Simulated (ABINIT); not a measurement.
# Sn (P-1) in ABINIT: convergence with pawecutdg

Aim: find how far pawecutdg must go before the results for Sn settle, at PBE. This setting moves, with any that are tied to it; all else stays.

All numbers are computed with ABINIT 10.8.3 (patched build); they aren't measurements. Logs are shortened: lines on timing, memory, paths and dates and some standing lists are left out, and cuts for length are marked. The log counts tension as positive stress, the text compression.

## 1. The cell of the first run

The typed cell holds 2 atoms: a = 4.573 Å, b = 4.573 Å, c = 4.573 Å, α = 60.00°, β = 60.00°, γ = 60.00°.

This isn't the form of Sn at room conditions, which is tetragonal (white tin).

The cell isn't the ideal one: atoms moved at random, drawn with an rms of 0.05 Å.

## 2. With pawecutdg 22 Ha

File run.abi:

```
# Pseudopotentials
pp_dirpath "./"
pseudos "Sn.GGA_PBE-JTH_sp.xml"

# Structure
acell 8.64103205 8.64103205 8.64103205
rprim
     0.0000000000     0.7071067812     0.7071067812
     0.7071067812     0.0000000000     0.7071067812
     0.7071067812     0.7071067812     0.0000000000
ntypat 1
znucl 50
natom 2
typat 1 1
xred
     0.7513240000     0.7590190000     0.7625880000
     0.4946710000     0.5090020000     0.5000090000
chkprim 0
chksymtnons 0
tolsym 1.0e-6

# Plane-wave basis
ecut 22.0
pawecutdg 22.0
pawxcdev 0

# k points
kptopt 1
ngkpt 7 7 7
nshiftk 1
shiftk 0.0 0.0 0.0

# Exchange and correlation
ixc 11

# Bands and occupations
nband 8
occopt 3
tsmear 0.00367493

# SCF cycle
nstep 100
tolvrs 1.0e-9

# Output
iomode 3
prtwf 0
prtden 0
prteig 0
prtebands 0
enunit 2
```

Potentials or basis: JTH PAW PBE v2.0 sp.

On the command line:

```bash
$ abinit run.abi > log 2>&1
```

It took 86 s on 1 thread of Arm Neoverse V1, shared host; peak memory 0.25 GiB.

Results (log left out):

* Free energy: -195.7429 eV
* Pressure: 4.1 GPa
* Largest force: 0.597 eV/Å
* Band gap on the k mesh: none (metal or under the smearing width)

## 3. With pawecutdg 26.4

run.abi, as its differences from that of step 2:

```diff
@@ -23,3 +23,3 @@
 ecut 22.0
-pawecutdg 22.0
+pawecutdg 26.4
 pawxcdev 0
```

Potentials or basis: JTH PAW PBE v2.0 sp.

On the command line:

```bash
$ abinit run.abi > log 2>&1
```

Wall time 85 s (1 thread of Arm Neoverse V1, shared host); peak memory 0.25 GiB.

The run converged. Its results:

| Item | Value |
| --- | --- |
| Free energy | -195.7431 eV |
| Pressure | 4.1 GPa |
| Largest force | 0.597 eV/Å |
| Band gap on the k mesh | none (metal or under the smearing width) |

## 4. With pawecutdg 33

run.abi, as its differences from that of step 3:

```diff
@@ -23,3 +23,3 @@
 ecut 22.0
-pawecutdg 26.4
+pawecutdg 33.0
 pawxcdev 0
```

On the command line:

```bash
$ abinit run.abi > log 2>&1
```

Wall time 85 s (1 thread of Arm Neoverse V1, shared host); peak memory 0.26 GiB.

The run converged. Its results:

- Free energy: -195.7431 eV
- Pressure: 4.1 GPa
- Largest force: 0.597 eV/Å
- Band gap on the k mesh: none (metal or under the smearing width)

## 5. With pawecutdg 39.6

run.abi, as its differences from that of step 4:

```diff
@@ -23,3 +23,3 @@
 ecut 22.0
-pawecutdg 33.0
+pawecutdg 39.6
 pawxcdev 0
```

On the command line:

```bash
$ abinit run.abi > log 2>&1
```

Run time: 85 s. Hardware: 1 thread of Arm Neoverse V1, shared host; peak memory 0.27 GiB.

The run converged. Its results:

- Free energy: -195.7431 eV
- Pressure: 4.1 GPa
- Largest force: 0.597 eV/Å
- Band gap on the k mesh: none (metal or under the smearing width)

## 6. With pawecutdg 48.4

run.abi, as its differences from that of step 5:

```diff
@@ -23,3 +23,3 @@
 ecut 22.0
-pawecutdg 39.6
+pawecutdg 48.4
 pawxcdev 0
```

Potentials or basis: JTH PAW PBE v2.0 sp.

On the command line:

```bash
$ abinit run.abi > log 2>&1
```

It took 85 s on 1 thread of Arm Neoverse V1, shared host; peak memory 0.3 GiB.

It converged, with:

```
Free energy            : -195.7431 eV
Pressure               : 4.1 GPa
Largest force          : 0.597 eV/Å
Band gap on the k mesh : none (metal or under the smearing width)
```

## 7. With pawecutdg 59.4

run.abi, as its differences from that of step 6:

```diff
@@ -23,3 +23,3 @@
 ecut 22.0
-pawecutdg 48.4
+pawecutdg 59.4
 pawxcdev 0
```

On the command line:

```bash
$ abinit run.abi > log 2>&1
```

Wall time 86 s (1 thread of Arm Neoverse V1, shared host); peak memory 0.3 GiB.

Results (log left out):

```yaml
Free_energy: -195.7431 eV
Pressure: 4.1 GPa
Largest_force: 0.597 eV/Å
Band_gap_on_the_k_mesh: none (metal or under the smearing width)
```

## 8. With pawecutdg 72.6

run.abi, as its differences from that of step 7:

```diff
@@ -23,3 +23,3 @@
 ecut 22.0
-pawecutdg 59.4
+pawecutdg 72.6
 pawxcdev 0
```

Potentials or basis: JTH PAW PBE v2.0 sp.

On the command line:

```bash
$ abinit run.abi > log 2>&1
```

run.abo:

```text
.Version 10.8.3 of ABINIT
 Symmetries : space group P-1 (#  2); Bravais aP (primitive triclinic)
================================================================================
 Values of the parameters that define the memory need of the present run
     intxc =       0    ionmov =       0      iscf =      17    lmnmax =      13
     lnmax =       5     mgfft =      40  mpssoang =       3    mqgrid =    3001
     natom =       2  nloc_mem =       2    nspden =       1   nspinor =       1
    nsppol =       1      nsym =       2    n1xccc =       1    ntypat =       1
    occopt =       3   xclevel =       2
       mpw =        2259          nfft =       64000          nkpt =         172
 PAW method is used; the additional fine FFT grid is defined by:
   mgfftf=        72    nfftf =    373248
================================================================================
================================================================================

--------------------------------------------------------------------------------
------------- Echo of variables that govern the present computation ------------
--------------------------------------------------------------------------------
 -outvars: echo values of preprocessed input variables --------
            acell      8.6410320500E+00  8.6410320500E+00  8.6410320500E+00 Bohr
              amu      1.18710000E+02
          chkprim           0
      chksymtnons           0
             ecut      2.20000000E+01 Hartree
           enunit           2
                       outvar_i_n : Printing only first  50 k-points.
              ixc          11
                       outvar_i_n : Printing only first  50 k-points.
         kptrlatt        7    0    0      0    7    0      0    0    7
          kptrlen      6.04872244E+01
            natom           2
            nband           8
            ngfft          40      40      40
          ngfftdg          72      72      72
             nkpt         172
            nstep         100
             nsym           2
           ntypat           1
                       prtocc : prtvol=0, do not print more k-points.
[... 181 lines left out ...]
psp_core            :  9.83350246224729E-01
local_psp           : -1.77887817747734E+00
PAW spherical_terms :  6.41966524529320E+00
internal            : -7.19311217136345E+00
'-kT*entropy'       : -3.18411967780762E-04
total_energy        : -7.19343058333123E+00
total_energy_eV     : -1.95743218036679E+02
...

--- !EnergyTermsDC
iteration_state     : {dtset: 1, }
comment             : '"Double-counting" decomposition of free energy'
band_energy         : -1.04930551379988E+00
Ewald energy        : -7.05144719420884E+00
psp_core            :  9.83350246224729E-01
xc_dc               : -5.28727525206043E+00
PAW spherical_terms :  5.21156804715641E+00
internal            : -7.19310966668800E+00
'-kT*entropy'       : -3.18411967780762E-04
total_energy_dc     : -7.19342807865578E+00
total_energy_dc_eV  : -1.95743149880988E+02
...

--- !EnergyTermsWithPAWCore
iteration_state     : {dtset: 1, }
comment             : 'Components of total free energy, including PAW core contributions'
Total energy        : -1.23546822965610E+04
Total energy DC     : -1.23546822940563E+04
Total energy (eV)   : -3.36188031918105E+05
Total energy DC (eV): -3.36188031849949E+05
...

 Cartesian components of stress tensor (hartree/bohr^3)
  sigma(1 1)= -1.40505329E-04  sigma(3 2)=  3.33701276E-05
  sigma(2 2)= -1.38740949E-04  sigma(3 1)=  5.24973396E-05
  sigma(3 3)= -1.41478776E-04  sigma(2 1)=  1.52610413E-05

-Cartesian components of stress tensor (GPa)         [Pressure=  4.1261E+00 GPa]
- sigma(1 1)= -4.13380949E+00  sigma(3 2)=  9.81783049E-01
- sigma(2 2)= -4.08189965E+00  sigma(3 1)=  1.54452506E+00
- sigma(3 3)= -4.16244931E+00  sigma(2 1)=  4.48995337E-01

== END DATASET(S) ==============================================================
================================================================================

 -outvars: echo values of variables after computation  --------
            acell      8.6410320500E+00  8.6410320500E+00  8.6410320500E+00 Bohr
           etotal     -7.1934280787E+00
            fcart     -6.0082300541E-03 -9.6474334986E-03 -2.3802595359E-03
                       6.0082300541E-03  9.6474334986E-03  2.3802595359E-03
            rprim      0.0000000000E+00  7.0710678120E-01  7.0710678120E-01
                       7.0710678120E-01  0.0000000000E+00  7.0710678120E-01
                       7.0710678120E-01  7.0710678120E-01  0.0000000000E+00
           strten     -1.4050532863E-04 -1.3874094915E-04 -1.4147877632E-04
                       3.3370127571E-05  5.2497339628E-05  1.5261041315E-05
           xangst      4.9198770346E+00  4.8949964618E+00  4.8834566613E+00
                       3.2624784498E+00  3.2161414142E+00  3.2452188660E+00
             xred      7.5132400000E-01  7.5901900000E-01  7.6258800000E-01
                       4.9467100000E-01  5.0900200000E-01  5.0000900000E-01
 Calculation completed.
```

It took 86 s on 1 thread of Arm Neoverse V1, shared host; peak memory 0.36 GiB.

Results:

```yaml
Free_energy: -195.7431 eV
Pressure: 4.1 GPa
Largest_force: 0.597 eV/Å
Band_gap_on_the_k_mesh: none (metal or under the smearing width)
```

## 9. The series at a glance

| pawecutdg | energy less the tightest run, at zero smearing (meV/atom) | SCF cycles | CPU time (s) | peak memory (GiB) |
| --- | --- | --- | --- | --- |
| 22 Ha | 0.10 | 9 | 85 | 0.25 |
| 26.4 | 0.02 | 9 | 85 | 0.25 |
| 33 | 0.02 | 9 | 85 | 0.26 |
| 39.6 | 0.01 | 9 | 85 | 0.27 |
| 48.4 | 0.01 | 9 | 85 | 0.3 |
| 59.4 | 0.00 | 9 | 86 | 0.3 |
| 72.6 | 0.00 | 9 | 86 | 0.36 |

Against the tightest run, the energy stays within 1 meV/atom from 22 Ha on. The tightest run that finished is the yardstick and may itself not be fully converged.

Caveats: this set keeps more shells in the core, which shifts pressures and gaps; the atomic spheres overlap.
